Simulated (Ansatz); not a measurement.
**Eu2O3 and the effect of the functional**

```
Eu O
1.0
     3.78830    0.00000    0.00000
    -1.89415    3.28076    0.00000
     0.00000    0.00000    5.82084
Eu O
2 3
Direct
  0.33333 0.66667 0.24244
  0.66667 0.33333 0.75756
  0.33333 0.66667 0.65110
  0.66667 0.33333 0.34890
  0.00000 0.00000 0.00000
```

The cell comes from a database or a generator and needn't be the stable form of this composition.

Kept alike: task band structure; k mesh 8 × 8 × 5; occupations fermi-dirac, width 0.05 eV; collinear spin, ferromagnetic start. Program: Ansatz, Ansatz PAW. Cutoffs run from 420 to 500 eV. The mesh is that of the run's cell of 5 atoms. No spin-orbit coupling.

| functional | band gap (eV) | pressure (GPa) | largest site moment (μB) |
| --- | --- | --- | --- |
| LDA | 0.05 or less | -9.21 | 5.98 |
| PBEsol | 0.05 or less | -4.75 | 5.98 |
| r2SCAN | 0.148 | -1.63 | 5.96 |

Pressure is positive in compression, with a Pulay correction for the finite cutoff. A missing gap at this level doesn't show that the real crystal is a metal. The runs hold the magnetic state that their start led to, which needn't be the lowest. Gaps are the smaller of the mesh's and the band path's. Site moments count inside each atom's sphere or projector. All rows use potentials made for PBE.

The band gap runs from 0.05 or less (LDA; PBEsol) to 0.148 eV (r2SCAN). The pressure runs from -9.21 (LDA) to -1.63 GPa (r2SCAN). A positive pressure means that the functional's own cell is larger than the one given, a negative one that it is smaller. The largest site moment runs from 5.96 (r2SCAN) to 5.98 μB (LDA; PBEsol).
